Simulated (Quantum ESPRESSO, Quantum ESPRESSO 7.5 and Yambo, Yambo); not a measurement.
**KF (Carobbiite): one start, several treatments of the self-energy**

Aim: compare treatments of exchange, screening and correlation for the gap of KF (Carobbiite).

Program: Quantum ESPRESSO 7.5 and Yambo 5.3.0. Level of theory: PBE and many-body steps on it, plane waves. Results are calculated unless marked as measured.

Report form: the programs' logs are mostly left out.

## 1. Set-up

It takes space group Fm-3m (No. 225, cubic). Conventional cell: a = 5.344 Å, b = 5.344 Å, c = 5.344 Å, α = 90.00°, β = 90.00°, γ = 90.00°. Nearest to K lie 6 F at 2.67 Å. Nearest to F lie 6 K at 2.67 Å. Farther neighbours and most contacts between anions are not listed.

The cell and positions come from the Crystallography Open Database and are kept as given unless a step says otherwise.

## 2. Empty states on the mesh, 4×4×4 mesh, 458 bands

This step: Quantum ESPRESSO 7.5; DFT, PBE, plane waves, norm-conserving pseudopotentials.

The sums over transitions need many empty states on a uniform mesh; this step solves for them.

File pw.in:

```
&control
  calculation = 'nscf'
  prefix = 'x'
  outdir = 'o'
  pseudo_dir = 'pseudo'
/
&system
  ibrav = 0
  nat = 2
  ntyp = 2
  ecutwfc = 72.0
  nbnd = 458
  force_symmorphic = .true.
/
&electrons
  conv_thr = 1e-9
  electron_maxstep = 80
  diago_full_acc = .true.
  diago_thr_init = 5e-6
/
ATOMIC_SPECIES
  K 39.098 K.upf
  F 18.998 F.upf
CELL_PARAMETERS angstrom
  -0.0000000000 2.6718500000 2.6718500000
  2.6718500000 -0.0000000000 2.6718500000
  2.6718500000 2.6718500000 0.0000000000
ATOMIC_POSITIONS crystal
  K 0.0000000000 0.0000000000 0.0000000000
  F 0.5000000000 0.5000000000 0.5000000000
K_POINTS automatic
  4 4 4 0 0 0
```

Command:

```console
$ OMP_NUM_THREADS=1 mpirun -n 4 pw.x -nk 4 -in pw.in > pw.out
```

Run time: 42 s. Hardware: 4 MPI ranks of Arm Neoverse V2, shared host; peak memory 0.71 GiB.

Numbers from this step:

```yaml
gap: 6.199 eV
k_of_the_valence_top: 0, 0, 0
k_of_the_conduction_bottom: 0, 0, 0
least_direct_gap: 6.199 eV
k_points_computed: 8
lowest_point_of_the_top_converged_band_above_the_valence_top: 291.1209 eV
```

On this mesh the gap is 6.199 eV.

The density comes from a self-consistent run that is not shown.

## 3. Conversion and set-up

This step: Yambo 5.3.0; conversion and set-up on PBE, plane waves, norm-conserving pseudopotentials.

The states are converted to the many-body program's format and the q mesh is built.

Command:

```console
$ (cd o/x.save; p2y > p2y.log; mv SAVE ../..); yambo > setup.log
```

Run time: 2.1 s. Hardware: 1 MPI rank; peak memory 0.24 GiB.

## 4. G0W0, Godby-Needs plasmon pole

Now the one-shot GW correction: screening in the RPA, then the self-energy of the levels asked for.

This step: G0W0 on PBE, plane waves, norm-conserving pseudopotentials.

File gw2.in:

```
HF_and_locXC
gw0
dyson
ppa
em1d
rim_cut
RandQpts= 1000000
RandGvec= 1 RL
EXXRLvcs= 72 Ry
VXCRLvcs= 288 Ry
Chimod= "HARTREE"
% BndsRnXp
 1 | 191 |
%
NGsBlkXp= 17 Ry
% LongDrXp
 1 | 1 | 1 |
%
% GbndRnge
 1 | 191 |
%
DysSolver= "n"
ExtendOut
PPAPntXp= 27.21138 eV
% QPkrange
 1 | 1 | 7 | 10 |
%
```

Command:

```console
$ OMP_NUM_THREADS=1 mpirun -n 4 yambo -F gw2.in -J gw2 -C gw2 > gw2.log
```

Wall time 88 s (4 MPI ranks); peak memory 1.5 GiB; 5.8 min of CPU time.

This step gave:

* G0W0 gap on the points computed: 9.629 eV
* starting gap on the mesh: 6.199 eV
* k of the valence top: 0, 0, 0
* k of the conduction bottom: 0, 0, 0
* least direct G0W0 gap on the computed points: 9.629 eV
* Z at the valence top: 0.8097
* Z at the conduction bottom: 0.8997

The gap on the mesh goes from 6.20 eV to 9.63 eV, a correction of +3.43 eV.

## 5. One-shot COHSEX

This step: one-shot COHSEX on PBE, plane waves, norm-conserving pseudopotentials.

File gw4.in:

```
HF_and_locXC
gw0
dyson
cohsex
em1s
rim_cut
RandQpts= 1000000
RandGvec= 1 RL
EXXRLvcs= 72 Ry
VXCRLvcs= 288 Ry
Chimod= "HARTREE"
% BndsRnXs
 1 | 191 |
%
NGsBlkXs= 17 Ry
% LongDrXs
 1 | 1 | 1 |
%
% GbndRnge
 1 | 191 |
%
DysSolver= "n"
ExtendOut
% QPkrange
 1 | 1 | 7 | 10 |
%
```

Command:

```console
$ OMP_NUM_THREADS=1 mpirun -n 4 yambo -F gw4.in -J gw4 -C gw4 > gw4.log
```

Run time: 47 s. Hardware: 4 MPI ranks; peak memory 1.5 GiB; 3.1 min of CPU time.

Numbers from this step:

| Item | Value |
| --- | --- |
| quasiparticle gap on the points computed | 12.13 eV |
| starting gap on the mesh | 6.199 eV |
| k of the valence top | 0, 0, 0 |
| k of the conduction bottom | 0, 0, 0 |
| least direct quasiparticle gap on the computed points | 12.13 eV |
| Z at the valence top | 1 |
| Z at the conduction bottom | 1 |

Against G0W0 in Yambo (4×4×4 mesh, 191 bands, screening to 231.3 eV, Godby-Needs plasmon pole), the gap moves by +2.501 eV.

## 6. One-shot Hartree-Fock

This step: one-shot Hartree-Fock on PBE, plane waves, norm-conserving pseudopotentials.

File gw5.in:

```
HF_and_locXC
rim_cut
RandQpts= 1000000
RandGvec= 1 RL
EXXRLvcs= 72 Ry
VXCRLvcs= 288 Ry
% QPkrange
 1 | 1 | 7 | 10 |
%
```

Command:

```console
$ OMP_NUM_THREADS=1 mpirun -n 4 yambo -F gw5.in -J gw5 -C gw5 > gw5.log
```

It took 2.1 s on 4 MPI ranks; peak memory 1.1 GiB.

Numbers from this step:

```
quasiparticle gap on the mesh                         : 17.69 eV
starting gap on the mesh                              : 6.199 eV
k of the valence top                                  : 0, 0, 0
k of the conduction bottom                            : 0, 0, 0
least direct quasiparticle gap on the computed points : 17.69 eV
```

Against G0W0 in Yambo (4×4×4 mesh, 191 bands, screening to 231.3 eV, Godby-Needs plasmon pole), the gap moves by +8.065 eV.

## 7. Side by side

Times are wall times on 4 MPI ranks of Arm Neoverse V2, shared host, good to a factor of about two.

```
                           run   mesh  bands  screening cutoff (eV)  DFT gap (eV)  gap on the mesh (eV)  direct (eV)   time
G0W0, Godby-Needs plasmon pole  4×4×4    191                  231.3         6.199                 9.629        9.629   88 s
               one-shot COHSEX  4×4×4    191                  231.3         6.199                12.130       12.130   47 s
         one-shot Hartree-Fock  4×4×4      -                      -         6.199                17.695       17.695  2.1 s
```

## 8. Results

* G0W0, Godby-Needs plasmon pole: 9.629 eV
* one-shot COHSEX: 12.130 eV
* one-shot Hartree-Fock: 17.695 eV
* known limits: not at the basis limit; coarse k mesh

**Reading.** One-shot COHSEX: +2.501 eV against G0W0, Godby-Needs plasmon pole. One-shot Hartree-Fock: +8.065 eV against G0W0, Godby-Needs plasmon pole. Bare exchange alone opens the gap to 17.69 eV; against G0W0, correlation takes back 8.07 eV. Static COHSEX lies above G0W0: it lacks the factor Z and overstates the Coulomb hole of the filled states. Bands and cutoff are finite, so the gap is not at the basis limit. The miss can reach some tenths of an eV and take either sign; the mesh is an error of its own. The 4×4×4 mesh is coarse for this cell, which bears on the long-range parts of exchange and screening.

[Paths, hosts, dates, memory and timing lines, banners, echoed tables and standing remarks are left out of the program output.]

[Logs are printed without paths, hosts, clocks, repeated set-up lines and the standing remarks that a program may print on its own settings, such as how far it seeks lower states.]

[Runs of the session that timed out or met a known fault of the program may be left out.]

[Hosts, paths, dates, database ids (printed as entryN), source tags and the programs' standing remarks are cut or masked in the printed files.]
